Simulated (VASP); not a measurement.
# Bi2Te3 (Tellurobismuthite) (R-3m) in VASP: notebook

Aim: see how the results for Bi2Te3 (Tellurobismuthite) move with the level of theory and the settings. Levels: PBE, LDA. Tasks: relaxation of cell and atoms.

All numbers are computed with VASP 6.6.1; they aren't measurements. Logs are shortened: lines on timing, memory, paths and dates and some standing lists are left out, and cuts for length are marked.

**1. The crystal as given**

The structure is trigonal, space group R-3m (No. 166). Conventional cell: a = 4.446 Å, b = 4.446 Å, c = 31.985 Å, α = 90.00°, β = 90.00°, γ = 120.00°. Around Bi (site symmetry 3m) lie 6 Te at 3.09 to 3.28 Å. Te (site symmetry -3m) has 6 Bi at 3.28 Å as nearest neighbours. Te (site symmetry 3m) has 3 Bi at 3.09 Å as nearest neighbours.

**2. Relaxation of cell and atoms, PBE**

The input, INCAR:

```
PREC     = Accurate       # precision mode
ENCUT    = 300            # plane-wave cutoff, eV
EDIFF    = 1E-7           # SCF threshold, eV
ISMEAR   = 0              # smearing method
SIGMA    = 0.03           # smearing width, eV
LREAL    = F              # projectors in reciprocal space
LASPH    = T              # aspherical terms in the spheres
NELM     = 80             # most SCF steps
ALGO     = Normal         # electronic algorithm
ISIF     = 3              # what is computed and relaxed
LWAVE    = F              # write WAVECAR
LCHARG   = F              # write CHGCAR
GGA      = PE             # functional
IBRION   = 2              # ionic algorithm
NSW      = 90             # ionic steps
EDIFFG   = -0.005         # ionic threshold
```

The input, KPOINTS:

```
regular mesh
0
Gamma
  4 4 4
```

The input, POSCAR:

```
Bi2Te3                                  
1.0
    2.2230143320      1.2834579229     10.6615420634
   -2.2230143320      1.2834579229     10.6615420634
    0.0000000000     -2.5669158460     10.6615420634
  Bi              Te            
     2     3
Direct
     0.3971338162822089    0.3971338162822089    0.3971338162822090
     0.6028661837177910    0.6028661837177910    0.6028661837177913
     0.0000000000000000    0.0000000000000000    0.0000000000000000
     0.2157032372234498    0.2157032372234498    0.2157032372234493
     0.7842967627765504    0.7842967627765504    0.7842967627765509
```

Potentials or basis: VASP PAW PBE potentials, release 64 (Bi, Te).

On the command line:

```
cat potpaw_PBE.64/Bi/POTCAR potpaw_PBE.64/Te/POTCAR > POTCAR
mpirun -np 1 vasp_std > vasp.out
```

OUTCAR:

```text
PREC = Accurate
   ENCUT = 300
   EDIFF = 1E-7
   ISMEAR = 0
   LREAL = F
   LASPH = T
   NELM = 80
   ISIF = 3
   GGA = PE
   IBRION = 2
   NSW = 90
   EDIFFG = -0.005

 ion  position               nearest neighbor table
   1  0.397  0.397  0.397-   5 3.09   5 3.09   5 3.09   3 3.28   3 3.28   3 3.28
   2  0.603  0.603  0.603-   4 3.09   4 3.09   4 3.09   3 3.28   3 3.28   3 3.28
   3  0.000  0.000  0.000-   2 3.28   1 3.28   2 3.28   2 3.28   1 3.28   1 3.28
   4  0.216  0.216  0.216-   2 3.09   2 3.09   2 3.09
   5  0.784  0.784  0.784-   1 3.09   1 3.09   1 3.09

  LATTYP: Found a trigonal (rhomboedric) cell.
 ALAT       =    10.9661997123
 COS(alpha) =     0.9178131720

  Lattice vectors:

 A1 = (   2.2230143320,   1.2834579229,  10.6615420634)
 A2 = (  -2.2230143320,   1.2834579229,  10.6615420634)
 A3 = (   0.0000000000,  -2.5669158460,  10.6615420634)

Analysis of symmetry for initial positions (statically):
=====================================================================
 Subroutine PRICEL returns:
 Original cell was already a primitive cell.

 Routine SETGRP: Setting up the symmetry group for a
 trigonal (rhombohedral) supercell.

 Subroutine GETGRP returns: Found 12 space group operations
 (whereof 12 operations were pure point group operations)
 out of a pool of 12 trial point group operations.

The static configuration has the point symmetry D_3d.

Analysis of symmetry for dynamics (positions and initial velocities):
=====================================================================
 Subroutine PRICEL returns:
 Original cell was already a primitive cell.

 Routine SETGRP: Setting up the symmetry group for a
 trigonal (rhombohedral) supercell.

 Subroutine GETGRP returns: Found 12 space group operations
 (whereof 12 operations were pure point group operations)
 out of a pool of 12 trial point group operations.

The dynamic configuration has the point symmetry D_3d.

 Subroutine INISYM returns: Found 12 space group operations
 (whereof 12 operations are pure point group operations),
 and found     1 'primitive' translations

----------------------------------------------------------------------------------------

                                     Primitive cell

  volume of cell :     182.5136

  direct lattice vectors                    reciprocal lattice vectors
     2.223014332  1.283457923 10.661542063     0.224919827  0.129857523  0.031265021
    -2.223014332  1.283457923 10.661542063    -0.224919827  0.129857523  0.031265021
     0.000000000 -2.566915846 10.661542063     0.000000000 -0.259715046  0.031265021

  length of vectors
    10.966199712 10.966199712 10.966199712     0.261590150  0.261590150  0.261590150

  position of ions in fractional coordinates (direct lattice)
     0.397133816  0.397133816  0.397133816
     0.602866184  0.602866184  0.602866184
     0.000000000  0.000000000  0.000000000
     0.215703237  0.215703237  0.215703237
     0.784296763  0.784296763  0.784296763

  ion indices of the primitive-cell ions
   primitive index   ion index
                 1           1
                 2           2
                 3           3
                 4           4
                 5           5

----------------------------------------------------------------------------------------

 KPOINTS: regular mesh

Automatic generation of k-mesh.
 Grid dimensions read from file:
 generate k-points for:    4    4    4

 Generating k-lattice:

  Cartesian coordinates                     Fractional coordinates (reciprocal lattice)
     0.056229957  0.032464381  0.007816255     0.250000000  0.000000000  0.000000000
    -0.056229957  0.032464381  0.007816255     0.000000000  0.250000000  0.000000000
     0.000000000 -0.064928761  0.007816255     0.000000000  0.000000000  0.250000000

  Length of vectors
     0.065397537  0.065397537  0.065397537

  Shift w.r.t. Gamma in fractional coordinates (k-lattice)
     0.000000000  0.000000000  0.000000000

 Subroutine IBZKPT returns following result:
 ===========================================

 Found     13 irreducible k-points:

 Following reciprocal coordinates:
            Coordinates               Weight
  0.000000  0.000000  0.000000      1.000000
  0.250000  0.000000  0.000000      6.000000
  0.500000  0.000000  0.000000      3.000000
  0.250000  0.250000  0.000000      6.000000
  0.500000  0.250000  0.000000     12.000000
 -0.250000  0.250000  0.000000      6.000000
  0.500000  0.500000  0.000000      3.000000
  0.250000  0.250000  0.250000      2.000000
  0.500000  0.250000  0.250000      6.000000
 -0.250000  0.250000  0.250000      6.000000
  0.500000  0.500000  0.250000      6.000000
 -0.250000  0.500000  0.250000      6.000000
  0.500000  0.500000  0.500000      1.000000
   k-points           NKPTS =     13   k-points in BZ     NKDIM =     13   number of bands    NBANDS=     18
   number of dos      NEDOS =    301   number of ions     NIONS =      5
   total plane-waves  NPLWV = 262144
   dimension x,y,z NGX =    64 NGY =   64 NGZ =   64
   dimension x,y,z NGXF=   128 NGYF=  128 NGZF=  128
   ions per type =               2   3
   NGX,Y,Z   is equivalent  to a cutoff of   9.70,  9.70,  9.70 a.u.
   NGXF,Y,Z  is equivalent  to a cutoff of  19.40, 19.40, 19.40 a.u.
 SYSTEM =  unknown system
   PREC   = accura    normal or accurate (medium, high low for compatibility)
   ISTART =      0    job   : 0-new  1-cont  2-samecut
   ICHARG =      2    charge: 1-file 2-atom 10-const
   ISPIN  =      1    spin polarized calculation?
   LNONCOLLINEAR =      F non collinear calculations
   LSORBIT =      F    spin-orbit coupling
   LASPH  =      T    aspherical Exc in radial PAW
   ENCUT  =  300.0 eV  22.05 Ry    4.70 a.u.  15.49 15.49 15.49*2*pi/ulx,y,z
   NELM   =     80;   NELMIN=  2; NELMDL= -5     # of ELM steps
   EDIFF  = 0.1E-06   stopping-criterion for ELM
   LREAL  =      F    real-space projection
   EDIFFG = -.5E-02   stopping-criterion for IOM
   NSW    =     90    number of steps for IOM
   IBRION =      2    ionic relax: 0-MD 1-quasi-New 2-CG
   NFREE  =      1    steps in history (QN), initial steepest desc. (CG)
   ISIF   =      3    stress and relaxation
   ISYM   =      2    0-nonsym 1-usesym 2-fastsym
   POTIM  = 0.5000    time-step for ionic-motion
   TEBEG  =    0.0;   TEEND  =   0.0 temperature during run
   PSTRESS=    0.0 pullay stress
   NELECT =      28.0000    total number of electrons
   NUPDOWN=      -1.0000    fix difference up-down
   EMIN   =  10.00;   EMAX   =-10.00  energy-range for DOS
   EFERMI =   0.00;   METHOD = LEGACY
   ISMEAR =     0;   SIGMA  =   0.03  broadening in eV -4-tet -1-fermi 0-gaus
   EFERMI_NEDOS =   21; number of points for ismear=-14 and -15
   IALGO  =     38    algorithm
   IMIX   =      4    mixing-type and parameters
     AMIX     =   0.40;   BMIX     =  1.00
     AMIX_MAG =   1.60;   BMIX_MAG =  1.00
  volume/ion in A,a.u.               =      36.50       246.33
  Fermi-wavevector in a.u.,A,eV,Ry     =   0.876387  1.656131 10.450005  0.768054
  Thomas-Fermi vector in A             =   1.996190
   LORBIT       =      0    0 simple, 1 ext, 2 COOP (PROOUT), +10 PAW based schemes
   GGA     = PE    functional components
   LHFCALC =     F    Hartree Fock is set to
   AEXX    =    0.0000 exact exchange contribution
   IVDW    =     0    specifies the selected vdW correction
   LEPSILON=     F    determine dielectric tensor
   LRPA    =     F    only Hartree local field effects (RPA)
 conjugate gradient relaxation of ions
 non-spin polarized calculation
 Gauss-broadening in eV      SIGMA  =   0.03
  energy-cutoff  :      300.00
  volume of cell :      182.51
 maximum number of plane-waves:      2168
 NGX is ok and might be reduce to    64
   NGX = 31   NGY = 31   NGZ = 31

--------------------------------------- Ionic step        1  -------------------------------------------

 number of electron      27.9999995 magnetization

 Free energy of the ion-electron system (eV)
  ---------------------------------------------------
  ext. energy  EPLUGINS =         0.00000000
  ---------------------------------------------------
  free energy    TOTEN  =       -18.38911453 eV

  energy without entropy =      -18.38911453  energy(sigma->0) =      -18.38911453

------------------------ aborting loop because EDIFF is reached ----------------------------------------

  FORCE on cell =-STRESS in cart. coord.  units (eV):
  Direction    XX          YY          ZZ          XY          YZ          ZX
  --------------------------------------------------------------------------------------
  -------------------------------------------------------------------------------------
  Total        0.0037880      0.0037880      0.0258610      0.0000000     -0.0000000      0.0000000
  in kB        0.0332529      0.0332529      0.2270186      0.0000000     -0.0000000      0.0000000
  external PRESSURE =       0.0978415 kB  Pullay stress =       0.0000000 kB
[... 102 lines left out ...]
  energy  without entropy=      -18.3891231091  energy(sigma->0) =      -18.38912311

--------------------------------------- Ionic step        4  -------------------------------------------

 number of electron      27.9999995 magnetization

 Free energy of the ion-electron system (eV)
  ---------------------------------------------------
  ext. energy  EPLUGINS =         0.00000000
  ---------------------------------------------------
  free energy    TOTEN  =       -18.38912844 eV

  energy without entropy =      -18.38912844  energy(sigma->0) =      -18.38912844

 E-fermi :   4.7698     XC(G=0):  -8.8836

 val. band max:        4.6440990006   @ k =   0.0000   0.0000   0.0000
 cond. band min:       5.1628215364   @ k =   0.0000   0.0000   0.0000
 fundamental gap:      0.5187225358
 Fermi energy:         4.7697772521

 k-point     1 :       0.0000    0.0000    0.0000
  band No.  band energies     occupation
      1      -8.1515      2.00000
      2      -7.5889      2.00000
      3      -6.1121      2.00000
      4      -4.0787      2.00000
      5      -3.3662      2.00000
      6       2.8486      2.00000
[... 10 lines left out ...]
     17       5.7383      0.00000
     18       6.7027      0.00000
[... 282 lines left out ...]
  FREE ENERGIE OF THE ION-ELECTRON SYSTEM (eV)
  ---------------------------------------------------
  free  energy   TOTEN  =       -18.3891284352 eV

  energy  without entropy=      -18.3891284352  energy(sigma->0) =      -18.38912844

 reached required accuracy - stopping structural energy minimisation
```

Wall time 4.3 min (1 thread of Intel Xeon Platinum 8259CL at 2.50GHz (Skylake/Cascade Lake), shared host); peak memory 0.58 GiB.

Results:

- Free energy: -18.3891 eV
- Relaxed volume: 36.52 Å³/atom
- Relaxed cell: a = 10.973 Å, b = 10.973 Å, c = 10.973 Å, α = 23.38°, β = 23.38°, γ = 23.38°
- Space group after relaxing (to 0.05 Å): R-3m (No. 166)
- Energy gained by relaxing: 0.0 meV/atom
- Ionic steps: 4
- Pressure after relaxing: 0.0 GPa
- Largest force after relaxing: 0.003 eV/Å
- Band gap on the k mesh: 0.52 eV, direct

Forces on the atoms (eV/Å):
```
Bi   0.000  0.000 -0.003
Bi   0.000  0.000  0.003
Te   0.000  0.000  0.000
Te   0.000  0.000  0.003
Te   0.000  0.000 -0.003
```

Final structure:
```
Bi Te
1.0
     2.22296    1.28343   10.66813
    -2.22296    1.28343   10.66813
     0.00000   -2.56685   10.66813
Bi Te
2 3
Direct
  0.39715 0.39715 0.39715
  0.60285 0.60285 0.60285
  0.00000 0.00000 0.00000
  0.21573 0.21573 0.21573
  0.78427 0.78427 0.78427
```

Caveat: spin-orbit coupling is left out, which as a rule narrows the gap of such compounds by several tenths of an eV.

**3. Relaxation of cell and atoms, LDA**

This run uses another cell than the first one, of 33.87 Å³/atom, 0.928 times its volume.

The input, INCAR:

```
SYSTEM = Bi2Te3
  PREC = Accurate
  ENCUT = 600
  EDIFF = 1E-6
  ISMEAR = 0
  SIGMA = 0.03
  LREAL = .FALSE.
  LASPH = .TRUE.
  NELM = 80
  ALGO = Normal
  ISIF = 3
  LWAVE = .FALSE.
  LCHARG = .FALSE.
  IBRION = 2
  NSW = 90
  EDIFFG = -0.01
  KPAR = 2
```

The input, KPOINTS:

```
Automatic mesh
0
G
  7 7 7
  0 0 0
```

The input, POSCAR:

```
Bi2Te3
1.0
    2.1930000000      1.2661291403     10.1656666667
   -2.1930000000      1.2661291403     10.1656666667
    0.0000000000     -2.5322582807     10.1656666667
Bi Te
2 3
Direct
    0.4000000000      0.4000000000      0.4000000000
    0.6000000000      0.6000000000      0.6000000000
    0.0000000000      0.0000000000      0.0000000000
    0.2095000000      0.2095000000      0.2095000000
    0.7905000000      0.7905000000      0.7905000000
```

Potentials or basis: VASP PAW LDA potentials, release 64 (Bi_d, Te).

On the command line:

```
cat potpaw_LDA.64/Bi_d/POTCAR potpaw_LDA.64/Te/POTCAR > POTCAR
mpirun -np 2 vasp_std > vasp.out
```

It took 51 min on 2 MPI ranks of Intel Xeon 6975P-C (Granite Rapids), shared host; peak memory 0.97 GiB.

It converged, with:

```
Free energy                            : -21.6069 eV
Relaxed volume                         : 32.74 Å³/atom
Relaxed cell                           : a = 10.264 Å, b = 10.264 Å, c = 10.264 Å, α = 24.52°, β = 24.52°, γ = 24.52°
Space group after relaxing (to 0.05 Å) : R-3m (No. 166)
Energy gained by relaxing              : 5.9 meV/atom
Ionic steps                            : 18
Pressure after relaxing                : 0.0 GPa
Largest force after relaxing           : 0.008 eV/Å
Band gap on the k mesh                 : 0.14 eV, direct
```

Forces in eV/Å, atoms in the order of the input:
```
Bi   0.000  0.000  0.002
Bi   0.000  0.000 -0.002
Te   0.000  0.000  0.000
Te   0.000  0.000  0.008
Te   0.000  0.000 -0.008
```

Step by step:
| step | energy change (eV) | largest force (eV/Å) | pressure (GPa) | volume (Å³) |
| --- | --- | --- | --- | --- |
| 1 | 0.0000 | 0.1544 | -1.64 | 169.36 |
| 2 | -0.0126 | 0.2403 | 1.32 | 161.01 |
| 3 | -0.0271 | 0.0678 | -0.02 | 164.44 |
| 4 | -0.0271 | 0.0728 | 0.00 | 164.34 |
| 5 | -0.0279 | 0.0540 | 0.02 | 164.19 |
| 6 | -0.0285 | 0.0364 | 0.04 | 163.93 |
| 7 | -0.0285 | 0.0415 | 0.04 | 163.91 |
| 8 | -0.0288 | 0.0381 | -0.03 | 164.11 |
| 9 | -0.0289 | 0.0355 | -0.12 | 164.31 |
| 10 | -0.0290 | 0.0271 | -0.10 | 164.21 |
| 11 | -0.0292 | 0.0269 | 0.00 | 163.92 |
| 12 | -0.0293 | 0.0284 | 0.00 | 163.89 |
| 13 | -0.0292 | 0.0316 | 0.00 | 163.84 |
| 14 | -0.0293 | 0.0271 | 0.00 | 163.79 |
| 15 | -0.0295 | 0.0133 | -0.01 | 163.66 |
| 16 | -0.0294 | 0.0142 | 0.03 | 163.38 |
| 17 | -0.0295 | 0.0008 | 0.03 | 163.53 |
| 18 | -0.0295 | 0.0078 | -0.02 | 163.71 |

Final structure:
```
CELL_PARAMETERS angstrom
2.17928 1.25821 9.95098
-2.17928 1.25821 9.95098
0.00000 -2.51641 9.95098
ATOMIC_POSITIONS crystal
Bi 0.40033 0.40033 0.40033
Bi 0.59967 0.59967 0.59967
Te 0.00000 0.00000 0.00000
Te 0.20869 0.20869 0.20869
Te 0.79131 0.79131 0.79131
```

Levels at points of the mesh, in eV from the valence-band top:
```tsv
k point	band 20	band 21	band 22	band 23	band 24	band 25	band 26	band 27	band 28
(0.00, 0.00, 0.00)	-1.86	-1.86	-0.94	-0.94	0.00	0.14	0.50	0.50	1.90
```

Caveat: spin-orbit coupling is left out, which as a rule narrows the gap of such compounds by several tenths of an eV; an odd mesh through Γ misses points on the zone boundary, where band edges often lie. LDA usually gives volumes a few per cent too small.
